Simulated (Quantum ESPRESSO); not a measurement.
Something may be wrong with this Quantum ESPRESSO 7.5 calculation of WS2.

The input pw.in:

```
&CONTROL
  calculation = 'scf'
  prefix = 'pwscf'
  outdir = './tmp'
  pseudo_dir = './pseudo'
  tprnfor = .true.
  disk_io = 'nowf'
/
&SYSTEM
  ibrav = 0
  nat = 3
  ntyp = 2
  ecutwfc = 36
  ecutrho = 216
  nbnd = 23
  occupations = 'smearing'
  smearing = 'gaussian'
  degauss = 0.00367493
  nspin = 2
  starting_magnetization(1) = 0.1429
  starting_magnetization(2) = 0
  nosym = .true.
  ispin = 2
/
&ELECTRONS
  conv_thr = 7.5d-07
  electron_maxstep = 60
  mixing_beta = 0.3
  mixing_ndim = 12
/
ATOMIC_SPECIES
W    183.8400 W.GGA_PBE-JTH.UPF
S     32.0600 S.GGA_PBE-JTH.UPF
CELL_PARAMETERS angstrom
   3.5782025500    0.0000000000    0.0000000000
  -1.7891012700    3.0988143100    0.0000000000
   0.0000000000    0.0000000000    5.7723833600
ATOMIC_POSITIONS crystal
W      0.0000000000    0.0000000000    0.0000000000
S      0.3333333333    0.6666666667    0.2520000000
S      0.6666666667    0.3333333333    0.7480000000
K_POINTS automatic
3 3 2 0 0 0
HUBBARD {ortho-atomic}
U W-5d 6.0
```

Potentials or basis: JTH 2.0 PBE.

Command:

```bash
$ OMP_NUM_THREADS=1 pw.x -in pw.in > pw.out
```

pw.out:

```text
This program is part of the open-source Quantum ESPRESSO suite
     for quantum simulation of materials; please cite
         "P. Giannozzi et al., J. Phys.:Condens. Matter 21 395502 (2009);
         "P. Giannozzi et al., J. Phys.:Condens. Matter 29 465901 (2017);
         "P. Giannozzi et al., J. Chem. Phys. 152 154105 (2020);
     in publications or presentations arising from this work. More details at

 %%%%%%%%%%%%%%%%%%%%%%%%%%%%%%%%%%%%%%%%%%%%%%%%%%%%%%%%%%%%%%%%%%%%%%%%%%%%%%
     Error in routine  read_namelists (1):
      bad line in namelist &system: "  ispin = 2" (error could be in the previous line)
 %%%%%%%%%%%%%%%%%%%%%%%%%%%%%%%%%%%%%%%%%%%%%%%%%%%%%%%%%%%%%%%%%%%%%%%%%%%%%%

     stopping ...
```

Question: What happened, and what is wrong with the input?

Answer: The input was rejected before any iteration. The input holds a flaw that was put in on purpose: misspelt key (ispin = 2).
